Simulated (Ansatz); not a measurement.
# Hf (Im-3m) in Ansatz: notebook, part 2 of 2

Ansatz 0.2.0.

### 4 Relaxation of cell and atoms, RPBE+D4

input.yaml

```yaml
crystal:
  lattice:
    - [-1.805, 1.805, 1.805]
    - [1.805, -1.805, 1.805]
    - [1.805, 1.805, -1.805]
  atoms:
    - { symbol: Hf, position: [0.0, 0.0, 0.0] }
hamiltonian:
  xc: rpbe
  pseudopotentials: { kind: paw }
  dispersion: d4
kpoints:
  mp_grid: { grid: [10, 10, 10] }
scf:
  occupations: { method: fermi_dirac, width: 0.05 }
output:
  forces: true
  stress: true
  eigenvalues: true
  write_density: true
  write_potential: true
  elf: true
  volumetric_format: npy
relax:
  f_tol: 0.01
  max_steps: 40
  cell: { stress_tol: 0.05 }
```

Potentials or basis: Ansatz PAW.

Launch:

```console
$ ansatz run input.yaml --threads 2 --pin off --max-ram 5632MiB --backend cpu --events-out ev --progress --plain --runs-dir out
```

What it wrote:

```text
Warning: RAYON_NUM_THREADS=2 ignored (pool sized by the plan → 2); use --threads N
Engine: ansatz 0.2.0, aarch64-unknown-linux-gnu
Pseudopotentials: kind: paw
Pseudopotential: Hf, paw, valence charge 26, recommended cutoff 420 eV (normal), Hf.paw.azcp
Functional definition: RPBE
  parameter kappa = 0.804
  parameter beta = 0.06672455060314922
  exchange = rpbe_x(kappa = kappa, mu = beta*pi^2/3)
  correlation = pbe_c(beta = beta)
Crystal: 1 atoms, lattice volume = 23.523 Å³
Basis set: ecut = 420 eV, 459 PW (Γ), exchange–correlation on 48×48×48 points (8 copies of the dense FFT grid, shifted against one another)
Bands: 17, of which v1, the nominal top of the filled ones, is band 13 counted from 1 (12 counted from 0)
Symmetry: 48 space group operations
[... 88 lines left out ...]
  Σ components = -15733.934806   (vs F -15733.934806, Δ=0.00e0)
--- Forces (eV/Å), atoms counted from 1 ---
  atom   1  Hf     0.00000000    -0.00000000    -0.00000000
  max |Σ_I F_I| component: 7.07e-31 eV/Å
--- Stress (GPa, compression-positive) ---
       -0.015284      -0.000000      -0.000000
       -0.000000      -0.015284      -0.000000
        0.000000       0.000000      -0.015284
  P = ⅓ Tr σ = -0.0153 GPa (-0.153 kbar)
--- Band table (eV; the first three rows and the last of 47) ---
  k-point 0: bands = ["-41.9940", "-10.2610", "-10.2610", "-10.2610", "8.0597", "8.0597", "8.0597", "8.1320", "8.1320", "8.1320", "8.1607", "12.5827", "21.1512", "21.1512", "21.1512", "23.9184", "23.9184"]
  k-point 1: bands = ["-41.9877", "-10.3431", "-10.2867", "-10.2613", "8.0619", "8.0647", "8.0648", "8.1273", "8.1301", "8.1303", "8.1545", "12.9457", "20.9010", "21.0351", "21.5154", "23.5622", "23.9198"]
  k-point 2: bands = ["-41.9710", "-10.5524", "-10.3533", "-10.2622", "8.0667", "8.0779", "8.0783", "8.1160", "8.1192", "8.1270", "8.1453", "13.9339", "20.3220", "20.5086", "22.5725", "23.3191", "23.9860"]
  k-point 46: bands = ["-41.8769", "-10.8271", "-10.8271", "-10.8271", "8.0425", "8.0917", "8.0917", "8.0917", "8.1399", "8.1399", "8.1399", "17.0412", "17.0412", "26.3744", "26.3744", "26.3744", "26.7829"]
--- Relaxed structure (4 steps of the walk, 4 accepted, 1 SCFs on fresh bases) ---
  F+E_penalty+E_count = -15733.93480632 eV   max|allowed force component| = 0.000e0 eV/Å   (the final SCF, on the basis selected at the relaxed cell)
  cell:  # Å, volume = 22.4335 Å³
    - [-1.7766919601939766, 1.7766919601939766, 1.7766919601939766]
    - [1.7766919601939766, -1.7766919601939766, 1.7766919601939766]
    - [1.7766919601939766, 1.7766919601939766, -1.7766919601939766]
  atoms:
    - { symbol: Hf, position: [0.0, 0.0, 0.0] }
```

rho_z.tsv:

```text
# z_ang	rho[e/angstrom^3]
# format = ansatz-planar-average/11
# lattice	-1.776691960	1.776691960	1.776691960
# lattice	1.776691960	-1.776691960	1.776691960
# lattice	1.776691960	1.776691960	-1.776691960
# sites	1
# site	72	0.000000000	0.000000000	0.000000000
0.000000	3.053452e0
0.128222	2.920264e0
0.256443	2.556686e0
0.384665	2.055134e0
0.512887	1.526719e0
0.641108	1.061925e0
[... 16 lines left out ...]
2.820877	2.556686e0
2.949099	2.920264e0
```

Wall time 5 s (2 threads of Arm Neoverse V1, shared host); peak memory 0.3 GiB.

Results:

```yaml
Free_energy: -15733.9348 eV
Relaxed_volume: 22.43 Å³/atom
Relaxed_cell: a = 3.077 Å, b = 3.077 Å, c = 3.077 Å, α = 109.47°, β = 109.47°, γ = 109.47°
Space_group_after_relaxing_to_0.05_Å: Im-3m (No. 229)
Energy_gained_by_relaxing: 15.3 meV/atom
Ionic_steps: 5
Pressure_after_relaxing: 0.0 GPa
Band_gap_on_the_k_mesh: none (metal or under the smearing width)
```

Step by step:
| step | energy change (eV) | largest force (eV/Å) | volume (Å³) |
| --- | --- | --- | --- |
| 1 | 0.0000 | 0.0000 | 23.52 |
| 2 | -0.0023 | 0.0000 | 21.47 |
| 3 | -0.0156 | 0.0000 | 22.49 |
| 4 | -0.0156 | 0.0000 | 22.43 |
| 5 | -0.0153 | 0.0000 | 22.43 |

Final structure:
```xyz
1
Lattice="-1.7767 1.7767 1.7767 1.7767 -1.7767 1.7767 1.7767 1.7767 -1.7767" Properties=species:S:1:pos:R:3 pbc="T T T"
Hf    0.0000    0.0000    0.0000
```

Levels at points of the mesh, in eV from the Fermi level:
| k point | band 10 | band 11 | band 12 | band 13 | band 14 | band 15 | band 16 | band 17 |
| --- | --- | --- | --- | --- | --- | --- | --- | --- |
| (0.00, 0.00, 0.00) | -11.48 | -11.45 | -7.03 | 1.54 | 1.54 | 1.54 | 4.31 | 4.31 |
| (0.00, 0.00, -0.50) | -11.48 | -11.47 | -3.36 | -0.48 | 1.00 | 4.15 | 5.14 | 7.59 |
| (-0.50, -0.50, -0.50) | -11.47 | -11.47 | -2.57 | -2.57 | 6.76 | 6.76 | 6.76 | 7.17 |

Caveat: the plane-wave basis is chosen anew once the cell has moved, so the energies of steps on either side of that aren't comparable; pairwise dispersion overbinds metals, which lowers pressure and volume; the PAW data sets come from PBE, with cores solved anew for the run's functional, which leaves a small shift of forces and pressure. Spin-orbit coupling is left out, which matters for the levels of Hf.

### 5 Relaxation of cell and atoms, revPBE+D3(BJ)

Edit input.yaml of step 4 so:

```diff
@@ -8,5 +8,5 @@
 hamiltonian:
-  xc: rpbe
+  xc: revpbe
   pseudopotentials: { kind: paw }
-  dispersion: d4
+  dispersion: d3bj
 kpoints:
```

Potentials or basis: Ansatz PAW.

Launch:

```console
$ ansatz run input.yaml --threads 2 --pin off --max-ram 5632MiB --backend cpu --events-out ev --progress --plain --runs-dir out
```

What it wrote:

```text
Warning: RAYON_NUM_THREADS=2 ignored (pool sized by the plan → 2); use --threads N
[... 3 set-up lines as earlier in the session ...]
Functional definition: revPBE
  parameter kappa = 1.245
[... 1 set-up line as earlier in the session ...]
  exchange = pbe_x(kappa = kappa, mu = beta*pi^2/3)
[... 1 set-up line as earlier in the session ...]
Crystal: 1 atoms, lattice volume = 23.523 Å³
Basis set: ecut = 420 eV, 459 PW (Γ), exchange–correlation on 48×48×48 points (8 copies of the dense FFT grid, shifted against one another)
Bands: 17, of which v1, the nominal top of the filled ones, is band 13 counted from 1 (12 counted from 0)
[... 2 set-up lines as earlier in the session ...]
k-points: 47 of 1000
[... 6 set-up lines as earlier in the session ...]
Functional: x = revpbe(κ = 1.245, μ = 0.2195149727645171), c = pbe(β = 0.06672455060314922)
SCF iter   1: F=—  HF=-15730.770999 eV  |F-HF|=—  |Δ(HF+E_count)|=         —  Δρ=2.05e-3  dr2=2.47e-4  ethr=1.77e-3  ⟨swp⟩=4.9  Hψ=3351  notcnv=0
[... 68 lines left out ...]
  E_local      = -4959.150025  (includes V_loc(G=0)·N_el)
  E_nonlocal   = -1245.448812
  E_hartree    = 2343.474938
  E_xc         = -301.006064
  E_vxc        = -266.919599  (∫ρ·V_xc dr)
  E_paw        = -6936.647883  (= ΣΔE_a)
  E_vpaw       = 1422.208332  (= ΣTr[D̂ρ^β])
  E_aug_tail   = -0.000001  (compensation charges beyond the density's cutoff)
  E_ewald      = -5057.367928
  E_disp       = -0.820991  (pairwise vdW)
  E_core_change = -0.132168  (= ΣΔE_core)
  E_smearing   = -0.013124  (= −TS)
  E_closure    = -0.000000  (closes the sum)
  Σ components = -15730.827804   (vs F -15730.827804, Δ=0.00e0)
--- Forces (eV/Å), atoms counted from 1 ---
  atom   1  Hf     0.00000000     0.00000000    -0.00000000
  max |Σ_I F_I| component: 7.89e-31 eV/Å
--- Stress (GPa, compression-positive) ---
       -0.039665      -0.000000      -0.000000
       -0.000000      -0.039665      -0.000000
        0.000000      -0.000000      -0.039665
  P = ⅓ Tr σ = -0.0397 GPa (-0.397 kbar)
--- Band table (eV; the first three rows and the last of 47) ---
  k-point 0: bands = ["-40.9364", "-9.1636", "-9.1636", "-9.1636", "9.1182", "9.1182", "9.1182", "9.2010", "9.2010", "9.2010", "9.2343", "13.3739", "22.1019", "22.1019", "22.1019", "24.9970", "24.9970"]
  k-point 1: bands = ["-40.9287", "-9.2593", "-9.1932", "-9.1641", "9.1207", "9.1239", "9.1240", "9.1956", "9.1988", "9.1990", "9.2272", "13.7562", "21.8370", "21.9803", "22.4873", "24.6161", "24.9972"]
  k-point 2: bands = ["-40.9084", "-9.5026", "-9.2698", "-9.1655", "9.1261", "9.1391", "9.1394", "9.1826", "9.1864", "9.1952", "9.2166", "14.7879", "21.2261", "21.4328", "23.6052", "24.3667", "25.0660"]
  k-point 46: bands = ["-40.7941", "-9.8143", "-9.8143", "-9.8143", "9.1003", "9.1550", "9.1550", "9.1550", "9.2103", "9.2103", "9.2103", "17.7773", "17.7773", "27.6247", "27.6247", "27.6247", "28.0715"]
--- Relaxed structure (4 steps of the walk, 4 accepted, 1 SCFs on fresh bases) ---
  F+E_penalty+E_count = -15730.82780405 eV   max|allowed force component| = 0.000e0 eV/Å   (the final SCF, on the basis selected at the relaxed cell)
  cell:  # Å, volume = 21.4799 Å³
    - [-1.7511521026068715, 1.7511521026068715, 1.7511521026068715]
    - [1.7511521026068715, -1.7511521026068715, 1.7511521026068715]
    - [1.7511521026068715, 1.7511521026068715, -1.7511521026068715]
  atoms:
    - { symbol: Hf, position: [0.0, 0.0, 0.0] }
```

rho_z.tsv:

```text
# z_ang	rho[e/angstrom^3]
# format = ansatz-planar-average/11
# lattice	-1.751152103	1.751152103	1.751152103
# lattice	1.751152103	-1.751152103	1.751152103
# lattice	1.751152103	1.751152103	-1.751152103
# sites	1
# site	72	0.000000000	0.000000000	0.000000000
0.000000	3.144934e0
0.126379	3.011642e0
0.252757	2.646836e0
0.379136	2.140963e0
0.505514	1.603800e0
0.631893	1.126340e0
[... 16 lines left out ...]
2.780327	2.646836e0
2.906706	3.011642e0
```

Wall time 4.6 s (2 threads of Arm Neoverse V1, shared host); peak memory 0.3 GiB.

What came out:

| Property | Result |
| --- | --- |
| Free energy | -15730.8278 eV |
| Relaxed volume | 21.48 Å³/atom |
| Relaxed cell | a = 3.033 Å, b = 3.033 Å, c = 3.033 Å, α = 109.47°, β = 109.47°, γ = 109.47° |
| Space group after relaxing (to 0.05 Å) | Im-3m (No. 229) |
| Energy gained by relaxing | 56.5 meV/atom |
| Ionic steps | 5 |
| Pressure after relaxing | 0.0 GPa |
| Band gap on the k mesh | none (metal or under the smearing width) |

The path:
```tsv
step	energy change (eV)	largest force (eV/Å)	volume (Å³)
1	0.0000	0.0000	23.52
2	-0.0347	0.0000	20.30
3	-0.0568	0.0000	21.59
4	-0.0570	0.0000	21.48
5	-0.0565	0.0000	21.48
```

Final structure:
```xyz
1
Lattice="-1.7512 1.7512 1.7512 1.7512 -1.7512 1.7512 1.7512 1.7512 -1.7512" Properties=species:S:1:pos:R:3 pbc="T T T"
Hf    0.0000    0.0000    0.0000
```

Caveat: the plane-wave basis is chosen anew once the cell has moved, so the energies of steps on either side of that aren't comparable; pairwise dispersion overbinds metals, which lowers pressure and volume; the PAW data sets come from PBE, with cores solved anew for the run's functional, which leaves a small shift of forces and pressure. The run has no spin-orbit coupling, so splittings on Hf are missing.

### 6 Relaxation of cell and atoms, revPBE+D4

Edit input.yaml of step 5 so:

```diff
@@ -10,3 +10,3 @@
   pseudopotentials: { kind: paw }
-  dispersion: d3bj
+  dispersion: d4
 kpoints:
@@ -19,6 +19,2 @@
   eigenvalues: true
-  write_density: true
-  write_potential: true
-  elf: true
-  volumetric_format: npy
 relax:
```

Potentials or basis: Ansatz PAW.

Launch:

```console
$ ansatz run input.yaml --threads 2 --pin off --max-ram 5632MiB --backend cpu --events-out ev --progress --plain --runs-dir out
```

Run time: 5.1 s. Hardware: 2 threads of Arm Neoverse V1, shared host; peak memory 0.29 GiB.

Results (log left out):

```
Free energy                            : -15730.2966 eV
Relaxed volume                         : 22.35 Å³/atom
Relaxed cell                           : a = 3.073 Å, b = 3.073 Å, c = 3.073 Å, α = 109.47°, β = 109.47°, γ = 109.47°
Space group after relaxing (to 0.05 Å) : Im-3m (No. 229)
Energy gained by relaxing              : 18.0 meV/atom
Ionic steps                            : 5
Pressure after relaxing                : 0.0 GPa
Band gap on the k mesh                 : none (metal or under the smearing width)
```

The path:
```tsv
step	energy change (eV)	largest force (eV/Å)	volume (Å³)
1	0.0000	0.0000	23.52
2	-0.0021	0.0000	21.30
3	-0.0182	0.0000	22.41
4	-0.0183	0.0000	22.35
5	-0.0180	0.0000	22.35
```

Final structure:
```
Hf
1.0
    -1.77440    1.77440    1.77440
     1.77440   -1.77440    1.77440
     1.77440    1.77440   -1.77440
Hf
1
Direct
  0.00000 0.00000 0.00000
```

Levels at points of the mesh, in eV from the Fermi level:
```tsv
k point	band 10	band 11	band 12	band 13	band 14	band 15	band 16	band 17
(0.00, 0.00, 0.00)	-11.46	-11.43	-7.04	1.53	1.53	1.53	4.32	4.32
(0.00, 0.00, -0.50)	-11.46	-11.45	-3.38	-0.49	1.03	4.15	5.15	7.62
(-0.50, -0.50, -0.50)	-11.45	-11.45	-2.59	-2.59	6.79	6.79	6.79	7.21
```

Caveat: the plane-wave basis is chosen anew once the cell has moved, so the energies of steps on either side of that aren't comparable; pairwise dispersion overbinds metals, which lowers pressure and volume; the PAW data sets come from PBE, with cores solved anew for the run's functional, which leaves a small shift of forces and pressure. Spin-orbit coupling is left out, which matters for the levels of Hf.

### 7 Relaxation of cell and atoms, BLYP+D3(BJ)

Edit input.yaml of step 6 so:

```diff
@@ -8,5 +8,5 @@
 hamiltonian:
-  xc: revpbe
+  xc: blyp
   pseudopotentials: { kind: paw }
-  dispersion: d4
+  dispersion: d3bj
 kpoints:
```

Launch:

```console
$ ansatz run input.yaml --threads 2 --pin off --max-ram 5632MiB --backend cpu --events-out ev --progress --plain --runs-dir out
```

It took 4.5 s on 2 threads of Arm Neoverse V1, shared host; peak memory 0.29 GiB.

The run converged. Its results:

| Quantity | Value |
| --- | --- |
| Free energy | -15745.9943 eV |
| Relaxed volume | 20.97 Å³/atom |
| Relaxed cell | a = 3.009 Å, b = 3.009 Å, c = 3.009 Å, α = 109.47°, β = 109.47°, γ = 109.47° |
| Space group after relaxing (to 0.05 Å) | Im-3m (No. 229) |
| Energy gained by relaxing | 89.0 meV/atom |
| Ionic steps | 5 |
| Pressure after relaxing | 0.0 GPa |
| Band gap on the k mesh | none (metal or under the smearing width) |

Step by step:
| step | energy change (eV) | largest force (eV/Å) | volume (Å³) |
| --- | --- | --- | --- |
| 1 | 0.0000 | 0.0000 | 23.52 |
| 2 | -0.0810 | 0.0000 | 20.25 |
| 3 | -0.0893 | 0.0000 | 21.05 |
| 4 | -0.0894 | 0.0000 | 20.97 |
| 5 | -0.0890 | 0.0000 | 20.97 |

Final structure:
```yaml
crystal:
  lattice:
    - [-1.73713, 1.73713, 1.73713]
    - [1.73713, -1.73713, 1.73713]
    - [1.73713, 1.73713, -1.73713]
  atoms:
    - { symbol: Hf, position: [0.00000, 0.00000, 0.00000] }
```

Levels at points of the mesh, in eV from the Fermi level:
```csv
k point,band 10,band 11,band 12,band 13,band 14,band 15,band 16,band 17
"(0.00, 0.00, 0.00)",-11.33,-11.29,-7.16,1.40,1.40,1.40,4.35,4.35
"(0.00, 0.00, -0.50)",-11.33,-11.31,-3.59,-0.73,1.49,4.21,5.24,7.93
"(-0.50, -0.50, -0.50)",-11.32,-11.32,-2.90,-2.90,7.02,7.02,7.02,7.88
```

Caveat: the plane-wave basis is chosen anew once the cell has moved, so the energies of steps on either side of that aren't comparable; the volume moved by -11 % from the deposited cell, more than functionals usually miss; pairwise dispersion overbinds metals, which lowers pressure and volume; the PAW data sets come from PBE, with cores solved anew for the run's functional, which leaves a small shift of forces and pressure. Spin-orbit coupling is left out, which matters for the levels of Hf.

### 8 Summary

```tsv
level	gap on the mesh (eV)	pressure (GPa)	relaxed volume (Å³/atom)
PBEsol+D4	none	0.0	21.11
RPBE+D3(BJ)	none	0.0	17.34
RPBE+D4	none	0.0	22.43
revPBE+D3(BJ)	none	0.0	21.48
revPBE+D4	none	0.0	22.35
BLYP+D3(BJ)	none	0.0	20.97
```

Alike in all rows: task relaxation of cell and atoms; potentials or basis Ansatz PAW; no spin polarisation; cell relaxed; k mesh 10 × 10 × 10; cutoff (eV) 420; smearing fermi-dirac 0.05 eV.

Caveats: the plane-wave basis is chosen anew once the cell has moved, so the energies of steps on either side of that aren't comparable; pairwise dispersion overbinds metals, which lowers pressure and volume; the PAW data sets come from PBE, with cores solved anew for the run's functional, which leaves a small shift of forces and pressure; the volume moved by -10 % from the deposited cell, more than functionals usually miss (some runs); the volume moved by over 15 % at a fixed basis, so the end points are rough (some runs); the volume moved by -26 % from the deposited cell, more than functionals usually miss (some runs); the volume moved by -11 % from the deposited cell, more than functionals usually miss (some runs).

Total energies depend on the potentials used, so only differences within one code and one set of settings carry meaning.
